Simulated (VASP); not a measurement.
# Ir (Fm-3m) in VASP: a series of runs, part 2 of 2

VASP 6.6.1.

### 3 Single point, PBEsol

The input, INCAR:

```
SYSTEM = Ir
PREC     = Accurate       ! precision mode
ENCUT    = 520            ! plane-wave cutoff, eV
EDIFF    = 1E-7           ! SCF threshold, eV
ISMEAR   = 0              ! smearing method
SIGMA    = 0.1            ! smearing width, eV
LREAL    = .FALSE.        ! projectors in reciprocal space
LASPH    = .TRUE.         ! aspherical terms in the spheres
NELM     = 80             ! most SCF steps
ALGO     = Normal         ! electronic algorithm
ISIF     = 2              ! what is computed and relaxed
LWAVE    = .FALSE.        ! write WAVECAR
LCHARG   = .FALSE.        ! write CHGCAR
GGA      = PS             ! functional
```

The input, KPOINTS:

```
regular mesh
0
G
  28 28 28
  0 0 0
```

The input, POSCAR:

```
Ir
1.0
    0.0000000000      1.9169000000      1.9169000000
    1.9169000000      0.0000000000      1.9169000000
    1.9169000000      1.9169000000      0.0000000000
Ir
1
Direct
    0.0000000000      0.0000000000      0.0000000000
```

Potentials or basis: VASP PAW PBE potentials, release 64 (Ir).

On the command line:

```console
cat potpaw_PBE.64/Ir/POTCAR > POTCAR
mpirun -np 1 vasp_std > vasp.out
```

OUTCAR:

```text
SYSTEM = Ir
   PREC = Accurate
   ENCUT = 520
   EDIFF = 1E-7
   ISMEAR = 0
   LREAL = .FALSE.
   LASPH = .TRUE.
   NELM = 80
   ISIF = 2
   GGA = PS

 ion  position               nearest neighbor table
   1  0.000  0.000  0.000-

  LATTYP: Found a face centered cubic cell.
 ALAT       =     3.8338000000

  Lattice vectors:

 A1 = (   0.0000000000,   1.9169000000,   1.9169000000)
 A2 = (   1.9169000000,   0.0000000000,   1.9169000000)
 A3 = (   1.9169000000,   1.9169000000,   0.0000000000)

Analysis of symmetry for initial positions (statically):
=====================================================================
 Subroutine PRICEL returns:
 Original cell was already a primitive cell.

 Routine SETGRP: Setting up the symmetry group for a
 face centered cubic supercell.

 Subroutine GETGRP returns: Found 48 space group operations
 (whereof 48 operations were pure point group operations)
 out of a pool of 48 trial point group operations.

The static configuration has the point symmetry O_h .

Analysis of symmetry for dynamics (positions and initial velocities):
=====================================================================
 Subroutine PRICEL returns:
 Original cell was already a primitive cell.

 Routine SETGRP: Setting up the symmetry group for a
 face centered cubic supercell.

 Subroutine GETGRP returns: Found 48 space group operations
 (whereof 48 operations were pure point group operations)
 out of a pool of 48 trial point group operations.

The dynamic configuration has the point symmetry O_h .

 Subroutine INISYM returns: Found 48 space group operations
 (whereof 48 operations are pure point group operations),
 and found     1 'primitive' translations

----------------------------------------------------------------------------------------

                                     Primitive cell

  volume of cell :      14.0873

  direct lattice vectors                    reciprocal lattice vectors
     0.000000000  1.916900000  1.916900000    -0.260837811  0.260837811  0.260837811
     1.916900000  0.000000000  1.916900000     0.260837811 -0.260837811  0.260837811
     1.916900000  1.916900000  0.000000000     0.260837811  0.260837811 -0.260837811

  length of vectors
     2.710905978  2.710905978  2.710905978     0.451784341  0.451784341  0.451784341

  position of ions in fractional coordinates (direct lattice)
     0.000000000  0.000000000  0.000000000

  ion indices of the primitive-cell ions
   primitive index   ion index
                 1           1

----------------------------------------------------------------------------------------

 KPOINTS: regular mesh

Automatic generation of k-mesh.
 Grid dimensions read from file:
 generate k-points for:   28   28   28

 Generating k-lattice:

  Cartesian coordinates                     Fractional coordinates (reciprocal lattice)
    -0.009315636  0.009315636  0.009315636     0.035714286  0.000000000  0.000000000
     0.009315636 -0.009315636  0.009315636     0.000000000  0.035714286  0.000000000
     0.009315636  0.009315636 -0.009315636     0.000000000  0.000000000  0.035714286

  Length of vectors
     0.016135155  0.016135155  0.016135155

  Shift w.r.t. Gamma in fractional coordinates (k-lattice)
     0.000000000  0.000000000  0.000000000

 Subroutine IBZKPT returns following result:
 ===========================================

 Found    624 irreducible k-points:

 Following reciprocal coordinates:
            Coordinates               Weight
  0.000000  0.000000  0.000000      1.000000
  0.035714  0.000000  0.000000      8.000000
  0.071429  0.000000  0.000000      8.000000
  0.107143  0.000000  0.000000      8.000000
  0.142857  0.000000  0.000000      8.000000
  0.178571  0.000000  0.000000      8.000000
[... 16 lines left out ...]
  0.285714  0.035714  0.000000     24.000000
  0.321429  0.035714  0.000000     24.000000
 [... further k-points ...]
   k-points           NKPTS =    624   k-points in BZ     NKDIM =    624   number of bands    NBANDS=      8
   number of dos      NEDOS =    301   number of ions     NIONS =      1
   total plane-waves  NPLWV =   8000
   dimension x,y,z NGX =    20 NGY =   20 NGZ =   20
   dimension x,y,z NGXF=    40 NGYF=   40 NGZF=   40
   ions per type =               1
   NGX,Y,Z   is equivalent  to a cutoff of  12.26, 12.26, 12.26 a.u.
   NGXF,Y,Z  is equivalent  to a cutoff of  24.53, 24.53, 24.53 a.u.
 SYSTEM =  Ir
   PREC   = accura    normal or accurate (medium, high low for compatibility)
   ISTART =      0    job   : 0-new  1-cont  2-samecut
   ICHARG =      2    charge: 1-file 2-atom 10-const
   ISPIN  =      1    spin polarized calculation?
   LNONCOLLINEAR =      F non collinear calculations
   LSORBIT =      F    spin-orbit coupling
   LASPH  =      T    aspherical Exc in radial PAW
   ENCUT  =  520.0 eV  38.22 Ry    6.18 a.u.   5.04  5.04  5.04*2*pi/ulx,y,z
   NELM   =     80;   NELMIN=  2; NELMDL= -5     # of ELM steps
   EDIFF  = 0.1E-06   stopping-criterion for ELM
   LREAL  =      F    real-space projection
   EDIFFG = 0.1E-05   stopping-criterion for IOM
   NSW    =      0    number of steps for IOM
   IBRION =     -1    ionic relax: 0-MD 1-quasi-New 2-CG
   NFREE  =      0    steps in history (QN), initial steepest desc. (CG)
   ISIF   =      2    stress and relaxation
   ISYM   =      2    0-nonsym 1-usesym 2-fastsym
   POTIM  = 0.5000    time-step for ionic-motion
   TEBEG  =    0.0;   TEEND  =   0.0 temperature during run
   PSTRESS=    0.0 pullay stress
   NELECT =       9.0000    total number of electrons
   NUPDOWN=      -1.0000    fix difference up-down
   EMIN   =  10.00;   EMAX   =-10.00  energy-range for DOS
   EFERMI =   0.00;   METHOD = LEGACY
   ISMEAR =     0;   SIGMA  =   0.10  broadening in eV -4-tet -1-fermi 0-gaus
   EFERMI_NEDOS =   21; number of points for ismear=-14 and -15
   IALGO  =     38    algorithm
   IMIX   =      4    mixing-type and parameters
     AMIX     =   0.40;   BMIX     =  1.00
     AMIX_MAG =   1.60;   BMIX_MAG =  1.00
  volume/ion in A,a.u.               =      14.09        95.07
  Fermi-wavevector in a.u.,A,eV,Ry     =   1.409980  2.664475 27.048966  1.988043
  Thomas-Fermi vector in A             =   2.531980
   LORBIT       =      0    0 simple, 1 ext, 2 COOP (PROOUT), +10 PAW based schemes
   GGA     = PS    functional components
   LHFCALC =     F    Hartree Fock is set to
   AEXX    =    0.0000 exact exchange contribution
   IVDW    =     0    specifies the selected vdW correction
   LEPSILON=     F    determine dielectric tensor
   LRPA    =     F    only Hartree local field effects (RPA)
 non-spin polarized calculation
 Gauss-broadening in eV      SIGMA  =   0.10
  energy-cutoff  :      520.00
  volume of cell :       14.09
 maximum number of plane-waves:       392
   NGX =  9   NGY =  9   NGZ =  9

 number of electron       9.0000000 magnetization

 Free energy of the ion-electron system (eV)
  ---------------------------------------------------
  ext. energy  EPLUGINS =         0.00000000
  ---------------------------------------------------
  free energy    TOTEN  =        -9.82142647 eV

  energy without entropy =       -9.81667131  energy(sigma->0) =       -9.81904889

 E-fermi :  10.2960     XC(G=0): -14.1270

 val. band max:       10.2949252593   @ k =   0.3929   0.2500   0.0357
 cond. band min:      10.3002906282   @ k =  -0.3929   0.5000   0.1071
 fundamental gap:      0.0053653689
 Fermi energy:        10.2960336585

 k-point     1 :       0.0000    0.0000    0.0000
  band No.  band energies     occupation
      1      -0.9165      2.00000
      2       6.3895      2.00000
      3       6.3895      2.00000
      4       6.3895      2.00000
      5       9.1223      2.00000
      6       9.1223      2.00000
      7      24.6318      0.00000
      8      30.2293      0.00000

 k-point     2 :       0.0357    0.0000    0.0000
  band No.  band energies     occupation
      1      -0.8591      2.00000
      2       6.3578      2.00000
      3       6.4149      2.00000
      4       6.4149      2.00000
      5       9.1052      2.00000
      6       9.1052      2.00000
      7      24.7325      0.00000
      8      29.8875      0.00000
[... 221 lines left out ...]
 k-point    23 :       0.2857    0.0357    0.0000
  band No.  band energies     occupation
      1       1.6145      2.00000
      2       5.9326      2.00000
      3       6.7733      2.00000
      4       6.8420      2.00000
      5       9.3009      2.00000
      6       9.7434      2.00000
      7      23.4603      0.00000
      8      26.9407      0.00000

 k-point    24 :       0.3214    0.0357    0.0000
  band No.  band energies     occupation
      1       1.9107      2.00000
      2       6.2988      2.00000
      3       6.6566      2.00000
      4       6.7459      2.00000
      5       9.6863      2.00000
      6      10.0800      1.99775
      7      22.3788      0.00000
      8      26.3402      0.00000

 [... further k-points ...]
[... 5 lines left out ...]
  --------------------------------------------------------------------------------------
  -------------------------------------------------------------------------------------
  Total       -0.0081050     -0.0081050     -0.0081050     -0.0000000      0.0000000     -0.0000000
  in kB       -0.9217922     -0.9217922     -0.9217922     -0.0000000      0.0000000     -0.0000000
  external PRESSURE =      -0.9217922 kB  Pullay stress =       0.0000000 kB

 VOLUME and BASIS-vectors are now :
 -----------------------------------------------------------------------------
  energy-cutoff  :      520.00
  volume of cell :       14.09
      direct lattice vectors                 reciprocal lattice vectors
     0.000000000  1.916900000  1.916900000    -0.260837811  0.260837811  0.260837811
     1.916900000  0.000000000  1.916900000     0.260837811 -0.260837811  0.260837811
     1.916900000  1.916900000  0.000000000     0.260837811  0.260837811 -0.260837811

 POSITION                                       TOTAL-FORCE (eV/Angst)
 -----------------------------------------------------------------------------------
      0.00000      0.00000      0.00000         0.000000      0.000000      0.000000
 -----------------------------------------------------------------------------------
    total drift:                                0.000000      0.000000      0.000000

  FREE ENERGIE OF THE ION-ELECTRON SYSTEM (eV)
  ---------------------------------------------------
  free  energy   TOTEN  =        -9.8214264726 eV

  energy  without entropy=       -9.8166713146  energy(sigma->0) =       -9.81904889
```

It took 22 s on 1 thread of Intel Xeon 6975P-C (Granite Rapids), shared host; peak memory 0.19 GiB.

Results:

```yaml
Free_energy: -9.8214 eV
Pressure: -0.1 GPa
Band_gap_on_the_k_mesh: none (metal or under the smearing width)
```

Levels at points of the mesh, in eV from the Fermi level:
```
           k point  band 1  band 2  band 3  band 4  band 5  band 6  band 7  band 8
(0.00, 0.00, 0.00)  -11.21   -3.91   -3.91   -3.91   -1.17   -1.17   14.34   19.93
(0.50, 0.00, 0.00)   -8.16   -4.01   -4.01   -0.81    0.93    0.93    7.29   13.86
(0.50, 0.50, 0.00)   -7.97   -7.39    0.91    1.51    1.51    1.67   10.54   11.71
```

Caveat: the PAW data sets were made with another functional, which shifts forces and pressure a little.

### 4 Single point, PBEsol

Changes to INCAR since step 3:

```diff
@@ -5,3 +5,3 @@
 ISMEAR   = 0              ! smearing method
-SIGMA    = 0.1            ! smearing width, eV
+SIGMA    = 0.5            ! smearing width, eV
 LREAL    = .FALSE.        ! projectors in reciprocal space
```

The input, KPOINTS:

```
regular mesh
0
G
  18 18 18
  0 0 0
```

POSCAR is that of step 3.

Potentials or basis: VASP PAW PBE potentials, release 64 (Ir).

On the command line:

```console
cat potpaw_PBE.64/Ir/POTCAR > POTCAR
mpirun -np 1 vasp_std > vasp.out
```

OUTCAR:

```text
SYSTEM = Ir
   PREC = Accurate
   ENCUT = 520
   EDIFF = 1E-7
   ISMEAR = 0
   LREAL = .FALSE.
   LASPH = .TRUE.
   NELM = 80
   ISIF = 2
   GGA = PS

 ion  position               nearest neighbor table
   1  0.000  0.000  0.000-

  LATTYP: Found a face centered cubic cell.
 ALAT       =     3.8338000000

  Lattice vectors:

 A1 = (   0.0000000000,   1.9169000000,   1.9169000000)
 A2 = (   1.9169000000,   0.0000000000,   1.9169000000)
 A3 = (   1.9169000000,   1.9169000000,   0.0000000000)

Analysis of symmetry for initial positions (statically):
=====================================================================
 Subroutine PRICEL returns:
 Original cell was already a primitive cell.

 Routine SETGRP: Setting up the symmetry group for a
 face centered cubic supercell.

 Subroutine GETGRP returns: Found 48 space group operations
 (whereof 48 operations were pure point group operations)
 out of a pool of 48 trial point group operations.

The static configuration has the point symmetry O_h .

Analysis of symmetry for dynamics (positions and initial velocities):
=====================================================================
 Subroutine PRICEL returns:
[... 154 lines left out ...]
  energy without entropy =       -9.76154365  energy(sigma->0) =       -9.81972889

 E-fermi :  10.2905     XC(G=0): -14.1260

 val. band max:       10.2898644059   @ k =  -0.4444   0.4444   0.1111
 cond. band min:      10.3170172195   @ k =  -0.3333   0.2778   0.0556
 fundamental gap:      0.0271528136
 Fermi energy:        10.2904735043

 k-point     1 :       0.0000    0.0000    0.0000
  band No.  band energies     occupation
      1      -0.9166      2.00000
      2       6.3963      2.00000
      3       6.3963      2.00000
      4       6.3963      2.00000
      5       9.1291      1.99898
      6       9.1291      1.99898
      7      24.6314      0.00000
      8      30.2274      0.00000
[... 243 lines left out ...]
 k-point    24 :      -0.2222    0.0556    0.0000
  band No.  band energies     occupation
      1       1.3118      2.00000
      2       5.7177      2.00000
      3       6.8588      2.00000
      4       6.9524      2.00000
      5       8.8303      1.99996
      6       9.7002      1.90499
      7      24.4678      0.00000
      8      27.2997      0.00000

 [... further k-points ...]
[... 5 lines left out ...]
  --------------------------------------------------------------------------------------
  -------------------------------------------------------------------------------------
  Total        0.0910124      0.0910124      0.0910124     -0.0000000     -0.0000000      0.0000000
  in kB       10.3510112     10.3510112     10.3510112     -0.0000000     -0.0000000      0.0000000
  external PRESSURE =      10.3510112 kB  Pullay stress =       0.0000000 kB

 VOLUME and BASIS-vectors are now :
 -----------------------------------------------------------------------------
  energy-cutoff  :      520.00
  volume of cell :       14.09
      direct lattice vectors                 reciprocal lattice vectors
     0.000000000  1.916900000  1.916900000    -0.260837811  0.260837811  0.260837811
     1.916900000  0.000000000  1.916900000     0.260837811 -0.260837811  0.260837811
     1.916900000  1.916900000  0.000000000     0.260837811  0.260837811 -0.260837811

 POSITION                                       TOTAL-FORCE (eV/Angst)
 -----------------------------------------------------------------------------------
      0.00000      0.00000      0.00000         0.000000     -0.000000     -0.000000
 -----------------------------------------------------------------------------------
    total drift:                                0.000000      0.000000     -0.000000

  FREE ENERGIE OF THE ION-ELECTRON SYSTEM (eV)
  ---------------------------------------------------
  free  energy   TOTEN  =        -9.8779141347 eV

  energy  without entropy=       -9.7615436499  energy(sigma->0) =       -9.81972889
```

OSZICAR:

```text
N       E                     dE             d eps       ncg     rms          rms(c)
DAV:   1     0.428083818542E+02    0.42808E+02   -0.44873E+03  3168   0.103E+03
DAV:   2    -0.987241000796E+01   -0.52681E+02   -0.51011E+02  3128   0.209E+02
DAV:   3    -0.105013301144E+02   -0.62892E+00   -0.62788E+00  4648   0.306E+01
DAV:   4    -0.105047913834E+02   -0.34613E-02   -0.34608E-02  3816   0.163E+00
DAV:   5    -0.105048284493E+02   -0.37066E-04   -0.37066E-04  4840   0.110E-01    0.161E+01
DAV:   6    -0.998006793141E+01    0.52476E+00   -0.11067E+00  3712   0.146E+01    0.644E+00
DAV:   7    -0.988511681524E+01    0.94951E-01   -0.33108E-01  4136   0.738E+00    0.152E+00
DAV:   8    -0.988219201677E+01    0.29248E-02   -0.10422E-03  3328   0.434E-01    0.114E+00
DAV:   9    -0.987791207001E+01    0.42799E-02   -0.25675E-03  3848   0.887E-01    0.186E-02
DAV:  10    -0.987791228687E+01   -0.21686E-06   -0.57709E-06  4160   0.281E-02    0.108E-02
DAV:  11    -0.987791412455E+01   -0.18377E-05   -0.99428E-07  4240   0.750E-03    0.107E-03
DAV:  12    -0.987791413467E+01   -0.10127E-07   -0.12901E-08  2400   0.146E-03
   1 F= -.98779141E+01 E0= -.98197289E+01  d E =-.116370E+00
```

Wall time 7.5 s (1 thread of Intel Xeon 6975P-C (Granite Rapids), shared host); peak memory 0.14 GiB.

What came out:

```yaml
Free_energy: -9.8779 eV
Pressure: 1.0 GPa
Band_gap_on_the_k_mesh: none (metal or under the smearing width)
```

Caveat: the PAW data sets were made with another functional, which shifts forces and pressure a little. The run has no spin-orbit coupling, so splittings on Ir are missing.

### 5 The runs side by side

| k mesh | cutoff (eV) | smearing | gap on the mesh (eV) | pressure (GPa) |
| --- | --- | --- | --- | --- |
| 18 × 18 × 18 | 700 | gaussian 0.1 eV | none | 0.0 |
| 28 × 28 × 28 | 520 | gaussian 0.1 eV | none | -0.1 |
| 18 × 18 × 18 | 520 | gaussian 0.5 eV | none | 1.0 |

Alike in all rows: task single point; level PBEsol; potentials or basis VASP PAW PBE potentials, release 64 (Ir); no spin polarisation; cell as given.

Every run on the cell as given and a fine mesh finds a metal.

Caveats: the PAW data sets were made with another functional, which shifts forces and pressure a little.

Absolute energies hang on the potentials; compare differences alone.
